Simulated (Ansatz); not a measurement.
# Ta: molecular dynamics by PAW and LAPW

How do the atoms of Ta move (20 steps of 2 fs at constant energy, with velocities drawn for 800 K), by PAW and LAPW? Both runs start alike, so that frozen cores can be judged against all electrons.

All numbers below are computed with Ansatz 0.2.0 (DFT LDA, scalar-relativistic).

## Step 1: The structure to begin with

The cell holds 4 atoms (Ta4): a = 5.968 Å, b = 5.968 Å, c = 2.984 Å, α = 60.00°, β = 60.00°, γ = 60.00°.

As a file:

```xyz
4
Lattice="0.0000 4.2200 4.2200 4.2200 0.0000 4.2200 2.1100 2.1100 0.0000" Properties=species:S:1:pos:R:3 pbc="T T T"
Ta    0.0000    0.0000    0.0000
Ta    2.1100    0.0000    2.1100
Ta    0.0000    2.1100    2.1100
Ta    2.1100    2.1100    4.2200
```

The geometry is a database entry used as it stands. It may stem from high pressure or temperature, or be incomplete, so it serves as a test cell.

## Step 2: PAW with frozen cores

Input file input.yaml:

```yaml
crystal:
  lattice:
    - [0.0, 4.22, 4.22]
    - [4.22, 0.0, 4.22]
    - [2.11, 2.11, 0.0]
  atoms:
    - { symbol: Ta, position: [0.0, 0.0, 0.0] }
    - { symbol: Ta, position: [0.0, 0.5, 0.0] }
    - { symbol: Ta, position: [0.5, 0.0, 0.0] }
    - { symbol: Ta, position: [0.5, 0.5, 0.0] }
kpoints:
  mp_grid: { grid: [4, 4, 8] }
scf:
  occupations: { method: fermi_dirac, width: 0.08 }
hamiltonian:
  xc: lda
  pseudopotentials: { kind: paw }
output:
  forces: true
  stress: true
md:
  timestep: 2.0
  n_steps: 20
  ensemble: nve
  temperature: 800
  initial_velocities: maxwell_boltzmann
  seed: 888673
```

The run is started by

```
> ansatz run input.yaml --threads 2 --pin off --max-ram 4096MiB --backend cpu --events-out ev --progress --plain --runs-dir out
```

Standard output, cut to the lines that bear on the results:

```text
Warning: md: disabling space-group detection — thermal motion breaks the input geometry's symmetry, so no spatial operation reduces the k-mesh or symmetrises the density; time reversal is kept, so that k and −k are solved as one point where they differ and the mesh holds both, and exact [...]
Warning: output.stress: scf.convergence.dr2_threshold = 4e-9 eV (the default of an md: trajectory) is looser than the 4e-10 eV advised for a printed stress (1e-10 eV for each atom of the cell: 4). What an SCF threshold leaves in a stress goes as its square root, and in the free energy as [...]
Pseudopotentials: kind: paw
Pseudopotential: Ta, paw, valence charge 13, recommended cutoff 420 eV (normal)
Functional definition: SPW92
[...]
Crystal: 4 atoms, lattice volume = 75.151 Å³
Basis set: ecut = 420 eV, 1435 PW (Γ)
Bands: 32, of which v1, the nominal top of the filled ones, is band 26 counted from 1 (25 counted from 0)
Symmetry: 1 space group operations
k-points: 68 of 128 (time reversal used)
[...]
SCF iter   1: F=—  HF=-38729.139464 eV  |F-HF|=—  |Δ(HF+E_count)|=         —  Δρ=3.72e-3  dr2=5.58e-3  ethr=1.77e-3  ⟨swp⟩=4.1  Hψ=8555  notcnv=0
[...]
md step     0: t =     0.00 fs  T =   800.0 K  F+E_penalty+E_count = -38729.13860200 eV  E_kin = 0.310224 eV  conserved = -38728.82837800 eV  P_inst = -9.0580 GPa  (7 SCF iters)
[...]
md step     4: t =     8.00 fs  T =   779.5 K  F+E_penalty+E_count = -38729.13066242 eV  E_kin = 0.302287 eV  conserved = -38728.82837536 eV  P_inst = -9.0165 GPa  (7 SCF iters)
[...]
md step     5: t =    10.00 fs  T =   768.2 K  F+E_penalty+E_count = -38729.12626589 eV  E_kin = 0.297893 eV  conserved = -38728.82837337 eV  P_inst = -8.9927 GPa  (3 SCF iters)
SCF iter   1: F=—  HF=-38729.120966 eV  |F-HF|=—  |Δ(HF+E_count)|=         —  Δρ=8.94e-6  dr2=4.67e-8  ethr=1.27e-9  ⟨swp⟩=3.3  Hψ=7097  notcnv=0
[...]
```

## Step 3: The output, continued: 20 steps of 2.0 fs from 800 K

Output, continued, cut to the lines that bear on the results:

```text
SCF iter   2: F=-38729.120966 eV  HF=-38729.120966 eV  |F-HF|=5.53e-10  |Δ(HF+E_count)|=   8.21e-9  Δρ=1.76e-6  dr2=1.48e-9  ethr=7.69e-12  ⟨swp⟩=3.5  Hψ=8815  notcnv=0
[...]
md step     6: t =    12.00 fs  T =   754.5 K  F+E_penalty+E_count = -38729.12096627 eV  E_kin = 0.292596 eV  conserved = -38728.82837063 eV  P_inst = -8.9635 GPa  (2 SCF iters)
[...]
md step     9: t =    18.00 fs  T =   701.1 K  F+E_penalty+E_count = -38729.10022357 eV  E_kin = 0.271866 eV  conserved = -38728.82835718 eV  P_inst = -8.8452 GPa  (2 SCF iters)
[...]
md step    12: t =    24.00 fs  T =   633.4 K  F+E_penalty+E_count = -38729.07396329 eV  E_kin = 0.245626 eV  conserved = -38728.82833709 eV  P_inst = -8.6907 GPa  (2 SCF iters)
[...]
SCF converged after 6 iterations
Free energy (F): -38729.000256 eV
[...]
E sigma→0 (E₀):  -38728.938707 eV
Entropy (-TS):   -0.123098 eV (-30.774 meV/atom)
Fermi energy:    17.773351 eV
[...]
--- Forces (eV/Å), atoms counted from 1 ---
  atom   1  Ta     0.43134868    -0.19232854     0.90401656
  atom   2  Ta    -0.64181173     0.44268698    -0.73202182
  atom   3  Ta     0.70947656    -0.90186996     0.11084493
  atom   4  Ta    -0.49901607     0.65151758    -0.28283410
[...]
--- Stress (GPa, compression-positive) ---
       -8.331169      -0.007161      -0.516630
       -0.007161      -9.704516       0.234372
       -0.516630       0.234372      -7.721859
  P = ⅓ Tr σ = -8.5858 GPa (-85.858 kbar)
--- MD trajectory: 20 steps, t = 0.0 → 40.0 fs ---
  final state: T = 443.5 K   F+E_penalty+E_count = -38729.00025587 eV   E_kin = 0.171976 eV
  conserved energy: peak-to-peak 9.784e-5 eV (2.446e-5 eV/atom) over 40.0 fs
```

Run time: 28 s. Hardware: 2 threads of AMD EPYC 9R45 (Zen 5), shared host; peak memory 0.52 GiB.

## Step 4: The trajectory

The trajectory, every 2 steps (energies from step 0); msd is the mean square displacement from the start, the centre of mass held:

```
time (fs)  T (K)  potential energy change (meV/atom)  total energy change (meV/atom)  pressure (GPa)  msd Ta (Å²)
      0.0    800                                 0.0                            0.00            -9.1        0.000
      4.0    795                                 0.5                            0.00            -9.0        0.000
      8.0    780                                 2.0                            0.00            -9.0        0.001
     12.0    755                                 4.4                            0.00            -9.0        0.001
     16.0    721                                 7.7                            0.00            -8.9        0.002
     20.0    680                                11.7                            0.01            -8.8        0.003
     24.0    633                                16.2                            0.01            -8.7        0.004
     28.0    584                                20.9                            0.01            -8.6        0.006
     32.0    534                                25.8                            0.02            -8.5        0.007
     36.0    487                                30.4                            0.02            -8.4        0.009
     40.0    443                                34.6                            0.02            -8.3        0.011
```

time (fs), T (K) and a bar:
```
      0.0        800 ##############################
      2.0        799 ##############################
      4.0        795 ##############################
      6.0        788 #############################
      8.0        780 ############################
     10.0        768 ###########################
     12.0        755 ##########################
     14.0        739 #########################
     16.0        721 #######################
     18.0        701 ######################
     20.0        680 ####################
     22.0        657 ##################
     24.0        633 ################
     26.0        609 ##############
     28.0        584 ############
     30.0        559 ##########
     32.0        534 ########
     34.0        510 ######
     36.0        487 ####
     38.0        464 ##
     40.0        443
```

## Step 5: Snapshots as a file

Positions (Å) and forces (eV/Å):

```xyz
4
Lattice="0.000 4.220 4.220 4.220 0.000 4.220 2.110 2.110 0.000" Properties=species:S:1:pos:R:3:forces:R:3 pbc="T T T" time_fs=4.0 T=795 dE=0.0020
Ta   -0.005   -0.004   -0.002    0.053   -0.027    0.093
Ta    2.113   -0.008    2.117   -0.076    0.058   -0.072
Ta   -0.004    2.126    2.110    0.081   -0.109    0.038
Ta    2.116    2.106    4.214   -0.059    0.078   -0.058
4
Lattice="0.000 4.220 4.220 4.220 0.000 4.220 2.110 2.110 0.000" Properties=species:S:1:pos:R:3:forces:R:3 pbc="T T T" time_fs=10.0 T=768 dE=0.0123
Ta   -0.013   -0.010   -0.005    0.133   -0.069    0.236
Ta    2.118   -0.019    2.128   -0.191    0.145   -0.184
Ta   -0.010    2.150    2.110    0.204   -0.271    0.088
Ta    2.125    2.099    4.206   -0.146    0.195   -0.140
4
Lattice="0.000 4.220 4.220 4.220 0.000 4.220 2.110 2.110 0.000" Properties=species:S:1:pos:R:3:forces:R:3 pbc="T T T" time_fs=16.0 T=721 dE=0.0307
Ta   -0.020   -0.016   -0.007    0.211   -0.109    0.388
Ta    2.123   -0.030    2.139   -0.305    0.230   -0.304
Ta   -0.016    2.173    2.111    0.327   -0.430    0.126
Ta    2.134    2.094    4.197   -0.233    0.309   -0.210
4
Lattice="0.000 4.220 4.220 4.220 0.000 4.220 2.110 2.110 0.000" Properties=species:S:1:pos:R:3:forces:R:3 pbc="T T T" time_fs=20.0 T=680 dE=0.0466
Ta   -0.025   -0.020   -0.008    0.261   -0.133    0.490
Ta    2.126   -0.037    2.146   -0.378    0.283   -0.385
Ta   -0.020    2.188    2.111    0.406   -0.531    0.143
Ta    2.139    2.090    4.191   -0.289    0.381   -0.247
4
Lattice="0.000 4.220 4.220 4.220 0.000 4.220 2.110 2.110 0.000" Properties=species:S:1:pos:R:3:forces:R:3 pbc="T T T" time_fs=24.0 T=633 dE=0.0646
Ta   -0.030   -0.025   -0.008    0.306   -0.155    0.589
Ta    2.128   -0.044    2.152   -0.446    0.331   -0.465
Ta   -0.023    2.202    2.111    0.481   -0.625    0.151
Ta    2.144    2.087    4.185   -0.341    0.449   -0.275
4
Lattice="0.000 4.220 4.220 4.220 0.000 4.220 2.110 2.110 0.000" Properties=species:S:1:pos:R:3:forces:R:3 pbc="T T T" time_fs=30.0 T=559 dE=0.0935
Ta   -0.036   -0.031   -0.008    0.365   -0.179    0.727
Ta    2.131   -0.054    2.161   -0.536    0.389   -0.578
Ta   -0.027    2.223    2.112    0.582   -0.749    0.150
Ta    2.152    2.083    4.175   -0.411    0.539   -0.298
4
Lattice="0.000 4.220 4.220 4.220 0.000 4.220 2.110 2.110 0.000" Properties=species:S:1:pos:R:3:forces:R:3 pbc="T T T" time_fs=36.0 T=487 dE=0.1216
Ta   -0.041   -0.038   -0.007    0.410   -0.191    0.843
Ta    2.133   -0.063    2.169   -0.607    0.428   -0.677
Ta   -0.030    2.242    2.114    0.665   -0.850    0.131
Ta    2.158    2.079    4.164   -0.469    0.613   -0.297
4
Lattice="0.000 4.220 4.220 4.220 0.000 4.220 2.110 2.110 0.000" Properties=species:S:1:pos:R:3:forces:R:3 pbc="T T T" time_fs=40.0 T=443 dE=0.1383
Ta   -0.045   -0.043   -0.005    0.431   -0.192    0.904
Ta    2.133   -0.069    2.174   -0.642    0.443   -0.732
Ta   -0.031    2.254    2.115    0.709   -0.902    0.111
Ta    2.162    2.078    4.157   -0.499    0.652   -0.283
```

## Step 6: All-electron LAPW

Edit input.yaml of step 2 so:

```diff
@@ -16,3 +16,3 @@
   xc: lda
-  pseudopotentials: { kind: paw }
+  pseudopotentials: { kind: all_electron, lapw: { basis_error: 0.001 } }
 output:
```

The run is started by

```
> ansatz run input.yaml --threads 2 --pin off --max-ram 4096MiB --backend cpu --events-out ev --progress --plain --runs-dir out
```

Standard output, cut to the lines that bear on the results:

```text
Warning: md: disabling space-group detection — thermal motion breaks the input geometry's symmetry, so no spatial operation reduces the k-mesh or symmetrises the density; time reversal is kept, so that k and −k are solved as one point where they differ and the mesh holds both, and exact [...]
LAPW: plane waves up to 8.159 Å⁻¹, error target 1.0e-3 eV per atom; small_component_spin mean_spin; Ta in spheres of 1.447 Å, 37 of its electrons in bands, Dirac shells []
[...]
Pseudopotentials: kind: all_electron
Pseudopotential: Ta, LAPW, valence charge 37, Koelling and Harmon's equation, gaussian nucleus
[... 1 set-up line as earlier in the session ...]
[...]
Crystal: 4 atoms, lattice volume = 75.151 Å³
Basis set: ecut = 253.60667153244302 eV, 695 PW (Γ), FFT grids on a1−a3, a2−a3, a3, exchange–correlation at level 2
Bands: 89, of which v1, the nominal top of the filled ones, is band 74 counted from 1 (73 counted from 0)
[... 1 set-up line as earlier in the session ...]
k-points: 68 of 128 (time reversal used)
[...]
md step     5: t =    10.00 fs  T =   768.4 K  F+E_penalty+E_count = -1697277.25533888 eV  E_kin = 0.297959 eV  conserved = -1697276.95738021 eV  P_inst = -9.0052 GPa  (3 SCF iters)
[...]
md step    10: t =    20.00 fs  T =   680.4 K  F+E_penalty+E_count = -1697277.22113540 eV  E_kin = 0.263836 eV  conserved = -1697276.95735818 eV  P_inst = -8.8111 GPa  (9 SCF iters)
[...]
md step    15: t =    30.00 fs  T =   560.2 K  F+E_penalty+E_count = -1697277.17451032 eV  E_kin = 0.217247 eV  conserved = -1697276.95732170 eV  P_inst = -8.5373 GPa  (2 SCF iters)
[...]
md step    18: t =    36.00 fs  T =   488.1 K  F+E_penalty+E_count = -1697277.14651242 eV  E_kin = 0.189272 eV  conserved = -1697276.95729956 eV  P_inst = -8.3747 GPa  (9 SCF iters)
md step    19: t =    38.00 fs  T =   465.9 K  F+E_penalty+E_count = -1697277.13789539 eV  E_kin = 0.180661 eV  conserved = -1697276.95729316 eV  P_inst = -8.3258 GPa  (9 SCF iters)
the walk goes on from step 19 on a new basis, cutoff 300.9 eV. Why: the LAPW basis doesn't serve this geometry: the muffin-tin spheres of Ta and Ta overlap: the atoms stand 2.798 Å apart, and the radii add up to 2.802 Å
```

## Step 7: The output, continued: 20 steps of 2.0 fs from 800 K, LAPW in place of PAW files

The log, continued, cut to the lines that bear on the results:

```text
Basis set: ecut = 300.89460478707474 eV, 907 PW (Γ), FFT grids on a1−a3, a2−a3, a3, exchange–correlation at level 2
[...]
SCF iter   1: F=—  HF=-1697277.137057 eV  |F-HF|=—  |Δ(HF+E_count)|=         —  Δρ=4.27e-3  dr2=1.56e-2  ethr=9.02e-6  ⟨swp⟩=3.4  Hψ=45062  notcnv=0
the basis was enlarged: its passes take 74.6 MiB over the memory plan, 2 of 2 planned eigensolver slots
[...]
step 19 of the walk is solved again on the new datasets or the chosen basis: its energy changes by +1.16e-4 eV, its largest force is 1.1171 eV/Å (it was 1.1171). Energies from before the change do not compare with those after it
[...]
SCF iter   9: F=-1697277.129699 eV  HF=-1697277.129699 eV  |F-HF|=2.33e-9  |Δ(HF+E_count)|=  6.98e-10  Δρ=1.04e-6  dr2=1.29e-9  ethr=2.56e-11 (applied; sched 7.21e-12)  ⟨swp⟩=2.0  Hψ=21002  notcnv=0
[...]
NSCF: frozen V_eff on 68 k-points
[...]
SCF converged after 9 iterations
Free energy (F): -1697277.129699 eV
[...]
E sigma→0 (E₀):  -1697277.067939 eV
Entropy (-TS):   -0.123519 eV (-30.880 meV/atom)
Fermi energy:    23.684237 eV
[...]
--- Forces (eV/Å), atoms counted from 1 ---
  atom   1  Ta     0.43016166    -0.19413764     0.90343697
  atom   2  Ta    -0.64081950     0.44107594    -0.72985535
  atom   3  Ta     0.70824770    -0.89677677     0.11103706
  atom   4  Ta    -0.49758953     0.64983811    -0.28461816
[...]
--- Stress (GPa, compression-positive) ---
       -8.350233      -0.003028      -0.516226
       -0.003028      -9.728117       0.236199
       -0.516226       0.236199      -7.743837
  P = ⅓ Tr σ = -8.6074 GPa (-86.074 kbar)
--- Band table (eV; the first three rows and the last of 68) ---
[...]
--- MD trajectory: 20 steps, t = 0.0 → 40.0 fs ---
  final state: T = 445.1 K   F+E_penalty+E_count = -1697277.12969884 eV   E_kin = 0.172586 eV
  conserved energy: peak-to-peak 9.743e-5 eV (2.436e-5 eV/atom) over 40.0 fs
```

It took 12 min on 2 threads of AMD EPYC 9R45 (Zen 5), shared host; peak memory 1.2 GiB.

## Step 8: Frames and traces

The trajectory, every 2 steps (energies from step 0); msd is the mean square displacement from the start, the centre of mass held:

```
time (fs)  T (K)  potential energy change (meV/atom)  total energy change (meV/atom)  pressure (GPa)  msd Ta (Å²)
      0.0    800                                 0.0                            0.00            -9.1        0.000
      4.0    795                                 0.5                            0.00            -9.1        0.000
      8.0    780                                 2.0                            0.00            -9.0        0.001
     12.0    755                                 4.4                            0.00            -9.0        0.001
     16.0    721                                 7.6                            0.00            -8.9        0.002
     20.0    680                                11.6                            0.01            -8.8        0.003
     24.0    634                                16.1                            0.01            -8.7        0.004
     28.0    585                                20.9                            0.01            -8.6        0.006
     32.0    536                                25.7                            0.02            -8.5        0.007
     36.0    488                                30.3                            0.02            -8.4        0.009
     40.0    445                                34.5                            0.02            -8.3        0.011
```

time (fs), T (K) and a bar:
```
      0.0        800 ##############################
      2.0        799 ##############################
      4.0        795 ##############################
      6.0        789 #############################
      8.0        780 ############################
     10.0        768 ###########################
     12.0        755 ##########################
     14.0        739 #########################
     16.0        721 #######################
     18.0        702 ######################
     20.0        680 ####################
     22.0        658 ##################
     24.0        634 ################
     26.0        610 ##############
     28.0        585 ############
     30.0        560 ##########
     32.0        536 ########
     34.0        511 ######
     36.0        488 ####
     38.0        466 ##
     40.0        445
```

## Step 9: Summary of results

| quantity | value |
| --- | --- |
| PAW: length | 20 steps of 2 fs |
| PAW: temperature, first and last step | 800 and 443 K |
| PAW: temperature, second half | mean 560 K, from 443 to 680 K |
| PAW: potential energy, second half | +23 meV/atom from this run's first step |
| PAW: largest change of the total energy | 0.02 meV/atom |
| PAW: mean square displacement, second half | Ta 0.007 Å² |
| LAPW: length | 20 steps of 2 fs |
| LAPW: temperature, first and last step | 800 and 445 K |
| LAPW: temperature, second half | mean 561 K, from 445 to 680 K |
| LAPW: potential energy, second half | +23 meV/atom from this run's first step |
| LAPW: largest change of the total energy | 0.02 meV/atom |
| LAPW: mean square displacement, second half | Ta 0.007 Å² |

The temperature starts at 800 K and averages 560 K in the second half, where it still falls, from 680 to 443 K. The total energy strays from its start by at most 0.02 meV/atom, under 0.1 % of the mean kinetic energy, which is good for a step of 2 fs. No atom gets farther than 0.15 Å from its start, with the drift of the whole removed, against a typical distance of 3.0 Å between sites at the start. From the same start the temperatures of the two runs stay within 1.6 K of each other. Averages from a run of 40 fs with 4 atoms are rough. The price, with the outputs that each input asks for: 12 min for LAPW against 28 s for PAW, about 25 to one.
